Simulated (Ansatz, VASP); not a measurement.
**MgO in VASP and in Ansatz**

File POSCAR:

```
MgO
1.0
    3.2224528835      0.0000000000      0.0000000000
   -1.6112264418      2.7907260596      0.0000000000
    0.0000000000      0.0000000000      4.9336789493
Mg O
2 2
Direct
    0.3333333333      0.6666666667     -0.0104844903
    0.6666666667      0.3333333333      0.4895155097
    0.3333333333      0.6666666667      0.3854844903
    0.6666666667      0.3333333333      0.8854844903
```

The input INCAR.step1:

```
  ALGO = Normal
  EDIFF = 1E-4
  ENCUT = 520
  GGA = PE
  ISMEAR = 0
  LASPH = True
  LCHARG = False
  LREAL = False
  LWAVE = True
  NBANDS = 16
  NELM = 80
  PREC = Accurate
  SIGMA = 0.01
```

Contents of INCAR.step2:

```
  ALGO = Normal
  EDIFF = 1E-7
  ENCUT = 520
  ISIF = 2
  ISMEAR = 0
  ISTART = 1
  LASPH = True
  LCHARG = True
  LELF = True
  LMIXTAU = True
  LREAL = False
  LVHAR = True
  LWAVE = False
  METAGGA = R2SCAN
  NBANDS = 16
  NELM = 80
  PREC = Accurate
  SIGMA = 0.01
```

Contents of KPOINTS:

```
k-points
0
Gamma
  12 12 6
```

Input for Ansatz:

```yaml
crystal:
  lattice:
    - [3.2224528835, 0.0, 0.0]
    - [-1.6112264418, 2.7907260596, 0.0]
    - [0.0, 0.0, 4.9336789493]
  atoms:
    - { symbol: Mg, position: [0.3333333333, 0.6666666667, -0.0104844903] }
    - { symbol: Mg, position: [0.6666666667, 0.3333333333, 0.4895155097] }
    - { symbol: O, position: [0.3333333333, 0.6666666667, 0.3854844903] }
    - { symbol: O, position: [0.6666666667, 0.3333333333, 0.8854844903] }
kpoints:
  mp_grid: { grid: [12, 12, 6] }
  band_path:
    path:
      - [0.0, 0.0, 0.0]
      - [0.5, 0.0, 0.0]
      - [0.3333333333, 0.3333333333, 0.0]
      - [0.0, 0.0, 0.5]
      - [0.5, 0.0, 0.5]
      - [0.3333333333, 0.3333333333, 0.5]
    npoints: 1
hamiltonian:
  xc: r2scan
scf:
  occupations: { method: fixed }
  n_extra_bands: 5
output:
  forces: true
  stress: true
  eigenvalues: true
```

Change from the starting cell: hydrostatic strain -2.0%.

Alike in both runs: task single point; functional r2SCAN; k mesh 12 × 12 × 6; no spin polarisation.

```csv
,VASP,Ansatz
version,VASP 6.6.1,Ansatz 0.2.0
potentials or method,"VASP PAW PBE potentials, release 64 (Mg, O)","plane waves, PAW"
plane-wave cutoff (eV),520,500
occupations,"gaussian, width 0.01 eV",fixed
valence electrons in the cell,16,32
```

```tsv
	VASP	Ansatz	Ansatz less VASP
gap on the k mesh at the Fermi level (eV)	4.56	4.58	+0.015
pressure (GPa)	8.2	8.7	+0.44
largest component of the traceless stress (GPa)	1.35	1.36	+0.014
```

The two sets of potentials don't hold the same shells in valence.

Caveats: the PAW data sets were made with another functional, which shifts forces and pressure a little (VASP). A k mesh can miss the band edges.
